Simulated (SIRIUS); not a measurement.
# CdSe (Cadmoselite) (P6_3mc) in SIRIUS: further runs, part 2 of 2

SIRIUS 7.12.0.

**3. Single point, PBEsol**

Input file sirius.json:

```json
{
  "control": {
    "processing_unit": "cpu",
    "std_evp_solver_name": "lapack",
    "gen_evp_solver_name": "lapack",
    "verbosity": 2,
    "print_forces": true,
    "ortho_rf": true,
    "use_second_variation": true,
    "rmt_max": 3.0,
    "num_bands_to_print": 24,
    "save_wf": true
  },
  "parameters": {
    "electronic_structure_method": "full_potential_lapwlo",
    "xc_functionals": ["XC_GGA_X_PBE_SOL", "XC_GGA_C_PBE_SOL"],
    "core_relativity": "dirac",
    "valence_relativity": "iora",
    "num_fv_states": 51,
    "smearing": "fermi_dirac",
    "smearing_width": 0.0018374661,
    "pw_cutoff": 20,
    "gk_cutoff": 3.65,
    "lmax_apw": 10,
    "lmax_rho": 8,
    "lmax_pot": 8,
    "num_mag_dims": 0,
    "auto_rmt": 0,
    "ngridk": [7, 7, 4],
    "shiftk": [0, 0, 0],
    "num_dft_iter": 80,
    "energy_tol": 1e-07,
    "density_tol": 1e-05,
    "use_symmetry": true
  },
  "settings": {"tol_ne": 1e-10},
  "iterative_solver": {"type": "exact"},
  "mixer": {"type": "anderson", "beta": 0.5, "max_history": 8},
  "unit_cell": {
    "lattice_vectors": [[8.1258223359, 0.0, 0.0], [-4.0629111679, 7.0371685696, 0.0], [0.0, 0.0, 13.2658773949]],
    "atom_types": ["Cd", "Se"],
    "atom_files": {"Cd": "Cd.json", "Se": "Se.json"},
    "atoms": {
      "Cd": [[0.6666666667, 0.3333333333, 0.5], [0.3333333333, 0.6666666667, 0.0]],
      "Se": [[0.6666666667, 0.3333333333, 0.885], [0.3333333333, 0.6666666667, 0.385]]
    }
  }
}
```

Input file Cd.json:

```json
{
  "name": "cadmium",
  "symbol": "Cd",
  "number": 48,
  "mass": 112.411,
  "rmin": 1e-06,
  "rmt": 2.45,
  "nrmt": 800,
  "rinf": 14.45,
  "core": "1s2s2p3s3p3d",
  "valence": [
    {"basis": [{"enu": -0.09, "dme": 0, "n": 0, "auto": 0}, {"enu": -0.09, "dme": 1, "n": 0, "auto": 0}]},
    {"l": 0, "n": 1, "basis": [{"enu": 0.01, "dme": 0, "n": 0, "auto": 0}]},
    {"l": 1, "n": 2, "basis": [{"enu": 0.01, "dme": 0, "n": 0, "auto": 0}]},
    {"l": 2, "n": 3, "basis": [{"enu": -0.0502, "dme": 0, "n": 0, "auto": 0}]},
    {"l": 3, "n": 4, "basis": [{"enu": 0.01, "dme": 0, "n": 0, "auto": 0}]}
  ],
  "lo": [
    {"l": 0, "basis": [{"enu": 0.01, "dme": 0, "n": 0, "auto": 0}, {"enu": 0.01, "dme": 1, "n": 0, "auto": 0}]},
    {
      "l": 0,
      "basis": [{"enu": -3.6489, "dme": 0, "n": 4, "auto": 1}, {"enu": -3.6489, "dme": 1, "n": 4, "auto": 1}]
    },
    {
      "l": 0,
      "basis": [{"enu": -3.6489, "dme": 1, "n": 4, "auto": 1}, {"enu": 0.01, "dme": 0, "n": 0, "auto": 0}]
    },
    {"l": 0, "basis": [{"enu": 0.01, "dme": 0, "n": 0, "auto": 0}, {"enu": 2.6756, "dme": 0, "n": 0, "auto": 0}]},
    {"l": 1, "basis": [{"enu": 0.01, "dme": 0, "n": 0, "auto": 0}, {"enu": 0.01, "dme": 1, "n": 0, "auto": 0}]},
    {
      "l": 1,
      "basis": [{"enu": -2.2296, "dme": 0, "n": 4, "auto": 1}, {"enu": -2.2296, "dme": 1, "n": 4, "auto": 1}]
    },
    {
      "l": 1,
      "basis": [{"enu": -2.2296, "dme": 1, "n": 4, "auto": 1}, {"enu": 0.01, "dme": 0, "n": 0, "auto": 0}]
    },
    {"l": 1, "basis": [{"enu": 0.01, "dme": 0, "n": 0, "auto": 0}, {"enu": 3.0754, "dme": 0, "n": 0, "auto": 0}]},
    {
      "l": 2,
      "basis": [{"enu": -0.0502, "dme": 0, "n": 0, "auto": 0}, {"enu": -0.0502, "dme": 1, "n": 0, "auto": 0}]
    },
    {
      "l": 2,
      "basis": [{"enu": -0.0502, "dme": 1, "n": 0, "auto": 0}, {"enu": -0.0502, "dme": 2, "n": 0, "auto": 0}]
    },
    {
      "l": 2,
      "basis": [{"enu": -0.0502, "dme": 0, "n": 0, "auto": 0}, {"enu": 2.5487, "dme": 0, "n": 0, "auto": 0}]
    },
    {"l": 3, "basis": [{"enu": 0.01, "dme": 0, "n": 0, "auto": 0}, {"enu": 0.01, "dme": 1, "n": 0, "auto": 0}]},
    {"l": 3, "basis": [{"enu": 0.01, "dme": 0, "n": 0, "auto": 0}, {"enu": 2.9088, "dme": 0, "n": 0, "auto": 0}]}
  ],
  "free_atom": [... radial grid and density of the free atom, the start of the SCF ...]
}
```

Input file Se.json:

```json
{
  "name": "selenium",
  "symbol": "Se",
  "number": 34,
  "mass": 78.96,
  "rmin": 1e-06,
  "rmt": 2.3,
  "nrmt": 800,
  "rinf": 13.6,
  "core": "1s2s2p3s",
  "valence": [
    {"basis": [{"enu": -0.09, "dme": 0, "n": 0, "auto": 0}, {"enu": -0.09, "dme": 1, "n": 0, "auto": 0}]},
    {"l": 0, "n": 1, "basis": [{"enu": -0.1383, "dme": 0, "n": 0, "auto": 0}]},
    {"l": 1, "n": 2, "basis": [{"enu": 0.01, "dme": 0, "n": 0, "auto": 0}]},
    {"l": 2, "n": 3, "basis": [{"enu": 0.01, "dme": 0, "n": 0, "auto": 0}]},
    {"l": 3, "n": 4, "basis": [{"enu": 0.01, "dme": 0, "n": 0, "auto": 0}]}
  ],
  "lo": [
    {
      "l": 0,
      "basis": [{"enu": -0.1383, "dme": 0, "n": 0, "auto": 0}, {"enu": -0.1383, "dme": 1, "n": 0, "auto": 0}]
    },
    {
      "l": 0,
      "basis": [{"enu": -0.1383, "dme": 1, "n": 0, "auto": 0}, {"enu": -0.1383, "dme": 2, "n": 0, "auto": 0}]
    },
    {
      "l": 0,
      "basis": [{"enu": -0.1383, "dme": 0, "n": 0, "auto": 0}, {"enu": 2.1301, "dme": 0, "n": 0, "auto": 0}]
    },
    {"l": 1, "basis": [{"enu": 0.01, "dme": 0, "n": 0, "auto": 0}, {"enu": 0.01, "dme": 1, "n": 0, "auto": 0}]},
    {
      "l": 1,
      "basis": [{"enu": -5.3506, "dme": 0, "n": 3, "auto": 1}, {"enu": -5.3506, "dme": 1, "n": 3, "auto": 1}]
    },
    {
      "l": 1,
      "basis": [{"enu": -5.3506, "dme": 1, "n": 3, "auto": 1}, {"enu": 0.01, "dme": 0, "n": 0, "auto": 0}]
    },
    {"l": 1, "basis": [{"enu": 0.01, "dme": 0, "n": 0, "auto": 0}, {"enu": 3.4883, "dme": 0, "n": 0, "auto": 0}]},
    {"l": 2, "basis": [{"enu": 0.01, "dme": 0, "n": 0, "auto": 0}, {"enu": 0.01, "dme": 1, "n": 0, "auto": 0}]},
    {
      "l": 2,
      "basis": [{"enu": -1.7095, "dme": 0, "n": 3, "auto": 1}, {"enu": -1.7095, "dme": 1, "n": 3, "auto": 1}]
    },
    {
      "l": 2,
      "basis": [{"enu": -1.7095, "dme": 1, "n": 3, "auto": 1}, {"enu": 0.01, "dme": 0, "n": 0, "auto": 0}]
    },
    {"l": 2, "basis": [{"enu": 0.01, "dme": 0, "n": 0, "auto": 0}, {"enu": 3.9419, "dme": 0, "n": 0, "auto": 0}]},
    {"l": 3, "basis": [{"enu": 0.01, "dme": 0, "n": 0, "auto": 0}, {"enu": 0.01, "dme": 1, "n": 0, "auto": 0}]},
    {"l": 3, "basis": [{"enu": 0.01, "dme": 0, "n": 0, "auto": 0}, {"enu": 3.2992, "dme": 0, "n": 0, "auto": 0}]}
  ],
  "free_atom": [... radial grid and density of the free atom, the start of the SCF ...]
}
```

Input file sirius_start.json:

```json
{
  "control": {
    "processing_unit": "cpu",
    "std_evp_solver_name": "lapack",
    "gen_evp_solver_name": "lapack",
    "verbosity": 1,
    "print_forces": false,
    "ortho_rf": true,
    "use_second_variation": true,
    "rmt_max": 3.0,
    "num_bands_to_print": 24,
    "save_wf": false
  },
  "parameters": {
    "electronic_structure_method": "full_potential_lapwlo",
    "xc_functionals": ["XC_LDA_X", "XC_LDA_C_PW"],
    "core_relativity": "dirac",
    "valence_relativity": "iora",
    "num_fv_states": 51,
    "smearing": "fermi_dirac",
    "smearing_width": 0.0055123983,
    "pw_cutoff": 20,
    "gk_cutoff": 2.92,
    "lmax_apw": 10,
    "lmax_rho": 8,
    "lmax_pot": 8,
    "num_mag_dims": 0,
    "auto_rmt": 0,
    "ngridk": [3, 3, 2],
    "shiftk": [0, 0, 0],
    "num_dft_iter": 30,
    "energy_tol": 0.01,
    "density_tol": 0.05,
    "use_symmetry": true
  },
  "settings": {"tol_ne": 1e-10},
  "iterative_solver": {"type": "exact"},
  "mixer": {"type": "anderson", "beta": 0.5, "max_history": 8},
  "unit_cell": {
    "lattice_vectors": [[8.1258223359, 0.0, 0.0], [-4.0629111679, 7.0371685696, 0.0], [0.0, 0.0, 13.2658773949]],
    "atom_types": ["Cd", "Se"],
    "atom_files": {"Cd": "Cd.json", "Se": "Se.json"},
    "atoms": {
      "Cd": [[0.6666666667, 0.3333333333, 0.5], [0.3333333333, 0.6666666667, 0.0]],
      "Se": [[0.6666666667, 0.3333333333, 0.885], [0.3333333333, 0.6666666667, 0.385]]
    }
  }
}
```

Potentials or basis: all-electron FP-LAPW, apw+lo standard.

Command:

```console
$ OMP_NUM_THREADS=1 sirius.scf --input=sirius_start.json --output=start.json
$ OMP_NUM_THREADS=1 sirius.scf --input=sirius.json --output=output.json --task=1
```

Output:

```text
[info] SIRIUS version : 7.12.0
[info] number of MPI ranks           : 1
[info] MPI grid                      : 1 1
[info] maximum number of OMP threads : 1
[fft] FFT context for density and potential
[fft] =====================================
[fft]   plane wave cutoff                     : 20
[fft]   grid size                             : 54 54 90   total : 262440
[fft]   grid limits                           : -26 27   -26 27   -44 45
[fft]   number of G-vectors within the cutoff : 102529
[fft]   number of G-shells                    : 4960
[fft] FFT context for coarse grid
[fft] =====================================
[fft]   plane wave cutoff                     : 7.3
[fft]   grid size                             : 24 24 36   total : 20736
[fft]   grid limits                           : -11 12   -11 12   -17 18
[fft]   number of G-vectors within the cutoff : 4963
[fft]   number of G-shells                    : 305
[unit cell] lattice vectors
[unit cell]   a1 :       8.1258223359      0.0000000000      0.0000000000
[unit cell]   a2 :      -4.0629111679      7.0371685696      0.0000000000
[unit cell]   a3 :       0.0000000000      0.0000000000     13.2658773949
[unit cell] reciprocal lattice vectors
[unit cell]   b1 :       0.7732368550      0.4464285064     -0.0000000000
[unit cell]   b2 :       0.0000000000      0.8928570127      0.0000000000
[unit cell]   b3 :       0.0000000000     -0.0000000000      0.4736351106
[unit cell] unit cell volume :       758.57976907 [a.u.^3]
[unit cell] 1/sqrt(omega)    :         0.03630775
[unit cell] MT volume        :       225.13176554 (29.68%)
[unit cell] IT volume        :       533.44800352 (70.32%)
[unit cell] number of atom types : 2
[unit cell] type id : 0 symbol : Cd mt_radius :   2.450000 num_atoms : 2
[unit cell] type id : 1 symbol : Se mt_radius :   2.300000 num_atoms : 2
[unit cell] total number of atoms : 4
[unit cell] number of symmetry classes : 2
[unit cell] atom id  type id  class id             position                      vector_field
[unit cell] ------------------------------------------------------------------------------------------
[unit cell]      0        0        0      0.66667   0.33333   0.50000      0.00000   0.00000   0.00000
[unit cell]      1        0        0      0.33333   0.66667   0.00000      0.00000   0.00000   0.00000
[unit cell]      2        1        1      0.66667   0.33333   0.88500      0.00000   0.00000   0.00000
[unit cell]      3        1        1      0.33333   0.66667   0.38500      0.00000   0.00000   0.00000
[unit cell] atom id         position (Cartesian, a.u.)
[unit cell] ---------------------------------------------
[... 417 lines left out ...]
[find] kinetic energy                 :   16697.59574009
[find] enuc                           :  -19459.67345198
[find] <rho|V^{XC}>                   :    -626.60240488
[find] <rho|E^{XC}>                   :    -476.98211939
[find] <mag|B^{XC}>                   :       0.00000000
[find] <rho|V^{H}>                    :  -25610.06357499
[find] smearing (-TS)                 :      -0.00000167
[find] SCF correction                 :       0.00000203
[find] Total energy                   :  -16044.09161674 (Ha),  -32088.18323348 (Ry)
[find] Free energy (E-TS)             :  -16044.09161841 (Ha),  -32088.18323682 (Ry)
[find] band gap (eV)                  :       0.57353583
[find] Efermi                         :       0.11050750
[find] iteration : 8, RMS (target) : 1.3708e-06 (1.0000e-05) , energy difference (target) : -6.4418e-08 (1.0000e-07)
[find] converged after 9 SCF iterations!
Warning in function "check_num_electrons" at src/density/density.cpp:1179
wrong number of electrons
  obtained value : 164
  target value : 164
  difference : 3.9773e-05
  total core leakage : 1.17382e-05
    atom class : 0, core leakage : 2.0723e-09
    atom class : 1, core leakage : 5.86701e-06
[find] Charges and magnetic moments
[find] --------------------------------------------------------------------------------
[find] atom      charge    core leakage
[find] --------------------------------------------------------------------------------
[find]    0   46.333909    2.072302e-09
[find]    1   46.333909    2.072302e-09
[find]    2   32.230885    5.867012e-06
[find]    3   32.230885    5.867012e-06
[find] total core leakage    : 1.17381681e-05
[find] interstitial charge   : 6.870372
[find] total charge          : 163.999960
[find] Energy
[find] --------------------------------------------------------------------------------
[find] valence_eval_sum               :    -141.39378460
[find] core_eval_sum                  :   -9397.67645517
[find] kinetic energy                 :   16697.59574009
[find] enuc                           :  -19459.67345198
[find] <rho|V^{XC}>                   :    -626.60240488
[find] <rho|E^{XC}>                   :    -476.98211939
[find] <mag|B^{XC}>                   :       0.00000000
[find] <rho|V^{H}>                    :  -25610.06357499
[find] smearing (-TS)                 :      -0.00000167
[find] SCF correction                 :       0.00000203
[find] Total energy                   :  -16044.09161674 (Ha),  -32088.18323348 (Ry)
[find] Free energy (E-TS)             :  -16044.09161841 (Ha),  -32088.18323682 (Ry)
[find] band gap (eV)                  :       0.57353583
[find] Efermi                         :       0.11050750
[ground_state]
[ground_state] ==== total Forces in Ha/bohr =====
[ground_state] atom:    0, force:       0.0000000      0.0000000      0.0046904
[ground_state] atom:    1, force:       0.0000000     -0.0000000      0.0046904
[ground_state] atom:    2, force:      -0.0000000      0.0000000     -0.0051502
[ground_state] atom:    3, force:      -0.0000000     -0.0000000     -0.0051502
[ground_state] ==== contribution from density =====
[ground_state] atom:    0, force:       0.0000000     -0.0000000      0.0751878
[ground_state] atom:    1, force:       0.0000000     -0.0000000      0.0751878
[ground_state] atom:    2, force:      -0.0000000     -0.0000000      0.0323380
[ground_state] atom:    3, force:      -0.0000000      0.0000000      0.0323380
[ground_state] ==== contribution from Hartree potential =====
[ground_state] atom:    0, force:       0.0000000      0.0000000     -0.0584114
[ground_state] atom:    1, force:       0.0000000     -0.0000000     -0.0584114
[ground_state] atom:    2, force:      -0.0000000      0.0000000     -0.0476551
[ground_state] atom:    3, force:       0.0000000     -0.0000000     -0.0476551
[ground_state] ==== contribution from IBS =====
[ground_state] atom:    0, force:       0.0000000      0.0000000     -0.0120861
[ground_state] atom:    1, force:       0.0000000     -0.0000000     -0.0120861
[ground_state] atom:    2, force:       0.0000000      0.0000000      0.0101669
[ground_state] atom:    3, force:      -0.0000000     -0.0000000      0.0101669
```

It took 5.7 min on 1 thread of AMD EPYC 7R43 (Zen 3), shared host; peak memory 0.85 GiB.

What came out:

```
Free energy                                       : -436581.9740 eV
Largest force                                     : 0.265 eV/Å
Band gap on the k mesh                            : 0.57 eV, direct
All electrons inside the program's atomic spheres : Cd 46.33; Se 32.23 (radii Cd 2.45, Se 2.3 bohr)
```

Forces in eV/Å, atoms in the order of the input:
```
Cd   0.000  0.000  0.241
Cd   0.000  0.000  0.241
Se   0.000  0.000 -0.265
Se   0.000  0.000 -0.265
```

Levels at points of the mesh, in eV from the valence-band top:
| k point | band 39 | band 40 | band 41 | band 42 | band 43 | band 44 | band 45 | band 46 |
| --- | --- | --- | --- | --- | --- | --- | --- | --- |
| (0.00, 0.00, 0.00) | -0.73 | -0.01 | 0.00 | 0.00 | 0.57 | 2.01 | 5.81 | 5.81 |
| (0.00, 0.00, 0.50) | -0.38 | -0.38 | -0.38 | -0.38 | 2.24 | 2.24 | 5.71 | 5.71 |

**4. How close it comes**

Step 2. A measured gap of CdSe is 1.841 eV (2 K; a printed reference work, data compilation); the calculated 0.70 eV misses it by -1.14 eV. So large a miss can be the level of theory's own, or it may mean another phase, state or a wrong row. Spin-orbit coupling on Cd, Se is left out. The value is that of PBE, without temperature or zero-point motion. Semilocal functionals fall short of measured gaps as a rule.

Step 3. Measured gap of CdSe: 1.841 eV (2 K; a printed reference work, data compilation). This calculation gives 0.57 eV (-1.27 eV). So large a miss can be the level of theory's own, or it may mean another phase, state or a wrong row. Spin-orbit coupling on Cd, Se is left out. The value is that of PBEsol, without temperature or zero-point motion. Semilocal functionals fall short of measured gaps as a rule.
